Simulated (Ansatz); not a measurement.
# EuO: the cost of one run

Method: DFT PBE, scalar-relativistic, plane waves, PAW, in Ansatz 0.2.0.

1 further run of the same task is left out (it didn't finish).

## 1. The system as given

The structure is cubic, space group Fm-3m (No. 225). Conventional cell: a = 5.144 Å, b = 5.144 Å, c = 5.144 Å, α = 90.00°, β = 90.00°, γ = 90.00°. Eu (site symmetry m-3m) is surrounded by 6 O at 2.57 Å. O (site symmetry m-3m) is surrounded by 6 Eu at 2.57 Å.

Coordinates:

```cif
data_structure
_symmetry_space_group_name_H-M 'P 1'
_symmetry_Int_Tables_number 1
_cell_length_a 3.6373
_cell_length_b 3.6373
_cell_length_c 3.6373
_cell_angle_alpha 60.000
_cell_angle_beta 60.000
_cell_angle_gamma 60.000
_cell_volume 34.03
loop_
_atom_site_label
_atom_site_type_symbol
_atom_site_fract_x
_atom_site_fract_y
_atom_site_fract_z
_atom_site_occupancy
Eu1 Eu 0.50000 0.50000 0.50000 1
O1 O 0.00000 0.00000 0.00000 1
```

(A quick probe on a coarse mesh, which set the mesh and smearing, is not shown.)

## 3. Full relaxation

Input file input.yaml:

```yaml
crystal:
  lattice:
    - [0.0, 2.5719519658, 2.5719519658]
    - [2.5719519658, 0.0, 2.5719519658]
    - [2.5719519658, 2.5719519658, 0.0]
  atoms:
    - { symbol: Eu, position: [0.5, 0.5, 0.5], spin: 7.28 }
    - { symbol: O, position: [0.0, 0.0, 0.0] }
basis:
  ecutwfc: 420
kpoints:
  mp_grid: { grid: [14, 14, 14] }
hamiltonian:
  xc: pbe
scf:
  occupations: { method: gaussian, width: 0.1 }
output:
  forces: true
  stress: true
  eigenvalues: true
  populations: true
  write_density: true
  write_potential: true
  elf: true
  volumetric_format: npy
magnetization:
  spin_polarized: true
relax:
  adjacent_minimum: "off"
  f_tol: 0.005
  max_steps: 80
  cell: { stress_tol: 0.05 }
```

Command:

```console
$ ansatz run input.yaml --threads 4 --pin off --max-ram 10240MiB --backend cpu --events-out ev --progress --plain --runs-dir out
```

Q: Estimate wall time and peak memory on 4 threads of Intel Xeon at 2.50GHz (Skylake/Cascade Lake), shared host.

About 48 s, with a peak of 0.49 GiB.
